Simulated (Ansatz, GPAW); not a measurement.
This is a calculation of KBr for GPAW 26.7.0 (ASE script). Atoms were shifted at random by some hundredths of an Å from the given cell, which wasn't relaxed again for these runs. 

File run.py:

```python
from ase import Atoms
from ase.dft.bandgap import bandgap
from ase.io import write
from ase.units import GPa
from gpaw import GPAW, PW, setup_paths

setup_paths.insert(0, '.')

atoms = Atoms(['Br', 'K'],
              cell=[[0.0, 3.3, 3.3],
                    [3.3, 0.0, 3.3],
                    [3.3, 3.3, 0.0]],
              scaled_positions=[[0.498136, 0.504993, 0.504796],
                                [-0.003267, 0.013194, -0.005341]],
              pbc=True)

calc = GPAW(mode=PW(600),
            xc='PBEsol',
            kpts={'size': (7, 7, 7), 'gamma': True},
            occupations={'name': 'fermi-dirac', 'width': 0.05},
            nbands=16,
            convergence={'density': 1e-05, 'energy': 1e-05},
            maxiter=150,
            txt='gpaw.txt')
atoms.calc = calc
energy = atoms.get_potential_energy()
forces = atoms.get_forces()
stress = atoms.get_stress()
calc.write('gs.gpw')
write('result.traj', atoms)
print(f'Energy: {energy:.6f} eV')
print('Forces (eV/A):')
print(forces.round(4))
print('Stress (GPa):', (stress / GPa).round(3))
print('Fermi level:', round(calc.get_fermi_level(), 4), 'eV')
print(f'Gap: {bandgap(calc)[0]:.4f} eV, direct: {bandgap(calc, direct=True)[0]:.4f} eV')
```

Potentials or basis: PAW data sets generated in the run's folder for this functional, pw.

Run with:

```bash
$ gpaw-setup -f PBEsol Br K
$ OMP_NUM_THREADS=1 python run.py
```

Q: Translate it to Ansatz 0.2.0. Potentials or basis there: Ansatz PAW, cutoff 420 eV.

A: As run (cutoffs and basis follow the program's own potentials, and thresholds, step limits or extra output files can differ):

File input.yaml:

```yaml
crystal:
  lattice:
    - [0.0, 3.3, 3.3]
    - [3.3, 0.0, 3.3]
    - [3.3, 3.3, 0.0]
  atoms:
    - { symbol: Br, position: [0.498136, 0.504993, 0.504796] }
    - { symbol: K, position: [-0.003267, 0.013194, -0.005341] }
hamiltonian:
  xc: pbesol
  pseudopotentials: { kind: paw }
kpoints:
  mp_grid: { grid: [7, 7, 7] }
scf:
  occupations: { method: fermi_dirac, width: 0.05 }
output:
  forces: true
  stress: true
  eigenvalues: true
  write_density: true
  write_potential: true
  elf: true
  volumetric_format: npy
```

Potentials or basis: Ansatz PAW.

Launch:

```sh
$ ansatz run input.yaml --threads 1 --pin off --max-ram 3584MiB --backend cpu --events-out ev --progress --plain --runs-dir out
```

Both were run:

|  | GPAW | Ansatz |
| --- | --- | --- |
| Pressure | -0.3 GPa | -0.3 GPa |
| Energy over the undisturbed cell | 0.5 meV/atom | 0.5 meV/atom |

Ansatz's pressure holds a Pulay term of +0.01 GPa for its cutoff of 420 eV, which the other run lacks.

Ansatz's potentials were made for PBE.

Where Ansatz's input types no cutoff or centring, it takes its own default and a Γ-centred mesh.

Pressure is positive in compression.
